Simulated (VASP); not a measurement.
Write the native input for VASP 6.6.1 that does the following.

```yaml
Task: optical spectrum
Functional: PBE
Potentials_or_basis: VASP PAW PBE potentials, release 64 (Hf_pv, S)
Cutoff: 520 eV
k_mesh: 9 × 9 × 5
Occupations: gaussian, width 0.03 eV
Spin: no spin polarisation
Further_INCAR_settings: ALGO = Fast; EDIFF = 1e-06; NBANDS = 43
```

The structure of HfS2 lies in POSCAR:

```
HfS2                                    
1.0
    3.5993616611      0.0000000000      0.0000000000
   -1.7996808305      3.1171386359      0.0000000000
    0.0000000000      0.0000000000      5.7653282256
  Hf              S             
     1     2
Direct
     1.0000000000000000    0.0000000000000000    0.0000000000000000
     0.6666666699999979    0.3333333300000021    0.7478869556444414
     0.3333333300000021    0.6666666699999979    0.2521130443555586
```

The cell is a database's computed one.

The input as run:

INCAR

```
SYSTEM = HfS2
PREC = Accurate ; ENCUT = 520
EDIFF = 1E-6 ; ISMEAR = 0
SIGMA = 0.03 ; LREAL = .False.
LASPH = .True. ; NELM = 80
ALGO = Fast ; ISIF = 2
LWAVE = .False. ; LCHARG = .False.
GGA = PE ; LOPTICS = .True.
NBANDS = 43 ; NEDOS = 2000
CSHIFT = 0.1 ; KPAR = 2
```

KPOINTS

```
regular mesh
0
Gamma
  9 9 5
  0 0 0
```

Potentials or basis: VASP PAW PBE potentials, release 64 (Hf_pv, S).

Run with:

```sh
$ cat potpaw_PBE.64/Hf_pv/POTCAR potpaw_PBE.64/S/POTCAR > POTCAR
$ mpirun -np 2 vasp_std > vasp.out
```

It gave:

| Item | Value |
| --- | --- |
| Pressure | 2.7 GPa |
| Largest force | 0.011 eV/Å |
| Band gap on the k mesh | 0.91 eV, indirect (least direct gap 1.86 eV) |

Caveat: spectra need much finer meshes, so this one isn't converged; independent-particle spectra lack excitons; spin-orbit coupling is left out, which moves the levels of the heavy elements; an odd mesh through Γ misses points on the zone boundary, where band edges often lie; this functional lacks dispersion, which binds the layers, so the pressure and a relaxed spacing across them are unreliable.

It took 68 s on 2 MPI ranks on AMD EPYC 7R13 Processor (Zen 3), on a shared host, peak memory 0.31 GiB a rank.
